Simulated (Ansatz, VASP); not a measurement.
## One calculation of TePb, two programs

```
Te Pb
1.0
     0.00000    3.22700    3.22700
     3.22700    0.00000    3.22700
     3.22700    3.22700    0.00000
Te Pb
1 1
Direct
  0.50000 0.50000 0.50000
  0.01743 0.98257 0.01743
```

Change from the starting cell: all Pb atoms moved +0.113 Å, as atom 2 along Cartesian [0 1 0].

Alike in both runs: task single point; functional LDA; k mesh 8 × 8 × 8; occupations gaussian, width 0.05 eV; no spin polarisation.

```csv
,VASP,Ansatz
version,VASP 6.6.1,Ansatz 0.2.0
potentials or method,"VASP PAW LDA potentials, release 64 (Te, Pb_d)","scalar-relativistic, plane waves, PAW"
plane-wave cutoff (eV),520,420
valence electrons in the cell,20,30
```

Ansatz gave:

```
gap on the k mesh at the Fermi level (eV)       : 0.72
least direct gap on the mesh (eV)               : 0.72
pressure (GPa)                                  : -1.4
largest component of the traceless stress (GPa) : 0.30
rms of the force components (eV/Å)              : 0.026
```

**Question.** What did VASP give for the same quantities?

**Answer.** gap on the k mesh at the Fermi level (eV): 0.71; least direct gap on the mesh (eV): 0.71; pressure (GPa): -1.3; largest component of the traceless stress (GPa): 0.31; rms of the force components (eV/Å): 0.029.

Atom by atom the forces differ by 0.003 eV/Å (rms over components). The two sets of potentials don't hold the same shells in valence.

Caveats: spin-orbit coupling is left out, which as a rule narrows the gap of such compounds by several tenths of an eV. A k mesh can miss the band edges.
